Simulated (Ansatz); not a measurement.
# Al3Ni2: the cost of one run

Method: DFT r2SCAN, scalar-relativistic, plane waves, PAW, in Ansatz 0.2.0.

2 further runs of the same task are left out: 1 that didn't finish, 1 set aside as unsound or not needed.

## Step 1: The starting structure

It takes space group P-3m1 (No. 164, trigonal). The conventional cell has a = 4.007 Å, b = 4.007 Å, c = 4.862 Å, α = 90.00°, β = 90.00°, γ = 120.00°. Al (site symmetry -3m) is surrounded by 6 Ni at 2.42 Å. Around Al (site symmetry 3m) lie 5 Ni at 2.42 to 2.52 Å and 3 Al at 2.73 Å. Ni (site symmetry 3m) has 8 Al at 2.42 to 2.52 Å and 3 Ni at 2.72 Å as nearest neighbours.

Structure file:

```
CELL_PARAMETERS angstrom
4.00672 0.00000 0.00000
-2.00336 3.46992 0.00000
0.00000 0.00000 4.86153
ATOMIC_POSITIONS crystal
Al 0.00000 0.00000 0.00000
Al 0.33333 0.66667 0.64844
Al 0.66667 0.33333 0.35156
Ni 0.33333 0.66667 0.14621
Ni 0.66667 0.33333 0.85379
```

It goes back to an entry of the Materials Project, which need not be the stable form.

This cell was relaxed beforehand with the same method: volume 13.52 Å³/atom, gap on the mesh none (metal).

## Step 2: The undisturbed cell

Input file input.yaml:

```yaml
crystal:
  lattice:
    - [4.0067213623, 0.0, 0.0]
    - [-2.0033606812, 3.4699224857, 0.0]
    - [0.0, 0.0, 4.8615270317]
  atoms:
    - { symbol: Al, position: [0.0, 0.0, 0.0] }
    - { symbol: Al, position: [0.3333333333, 0.6666666667, 0.6484376367] }
    - { symbol: Al, position: [0.6666666667, 0.3333333333, 0.3515623633] }
    - { symbol: Ni, position: [0.3333333333, 0.6666666667, 0.1462123372] }
    - { symbol: Ni, position: [0.6666666667, 0.3333333333, 0.8537876628] }
basis:
  ecutwfc: 500
kpoints:
  mp_grid: { grid: [12, 12, 10] }
hamiltonian:
  xc: r2scan
scf:
  occupations: { method: gaussian, width: 0.15 }
output:
  forces: true
  stress: true
  eigenvalues: true
  write_density: true
  write_potential: true
  elf: true
  volumetric_format: npy
```

Command:

```console
ansatz run input.yaml --threads 2 --pin off --max-ram 5120MiB --backend cpu --events-out ev --progress --plain --runs-dir out
```

What time and memory should one allow on 2 threads of AMD EPYC (Zen 3), shared host?

About 64 s, with a peak of 0.7 GiB.
